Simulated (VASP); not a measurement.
SnSe2: single point with r2SCAN

The system is SnSe2.

```
CELL_PARAMETERS angstrom
3.84807 0.00000 0.00000
-1.92403 3.33253 0.00000
0.00000 0.00000 6.53828
ATOMIC_POSITIONS crystal
Sn 0.00000 0.00000 0.00000
Se 0.33333 0.66667 0.24003
Se 0.66667 0.33333 0.75997
```

```yaml
Program: VASP 6.6.1
Task: single point
Functional: r2SCAN
Potentials_or_basis: VASP PAW PBE potentials, release 64 (Sn_d, Se)
Cutoff: 520 eV
k_mesh: 5 × 5 × 3
Occupations: tetrahedron
Spin: no spin polarisation
```

* Pressure: 0.0 GPa
* Largest force: 0.012 eV/Å
* Band gap on the k mesh: 1.16 eV, indirect (least direct gap 1.53 eV)

Forces on the atoms (eV/Å):
```
Sn   0.000  0.000  0.000
Se   0.000  0.000  0.012
Se   0.000  0.000 -0.012
```

Levels at points of the mesh, in eV from the valence-band top:
| k point | band 9 | band 10 | band 11 | band 12 | band 13 | band 14 | band 15 | band 16 | band 17 | band 18 |
| --- | --- | --- | --- | --- | --- | --- | --- | --- | --- | --- |
| (0.00, 0.00, 0.00) | -0.52 | -0.52 | -0.23 | -0.17 | -0.17 | 1.52 | 3.61 | 5.07 | 5.07 | 8.37 |

It took 71 s on 1 thread of Intel(R) Xeon(R) 6975P-C (Granite Rapids) (shared host), peak memory 0.21 GiB.

Caveat: the PAW data sets were made with another functional, which shifts forces and pressure a little; spin-orbit coupling is left out, which moves the levels of the heavy elements; an odd mesh through Γ misses points on the zone boundary, where band edges often lie.
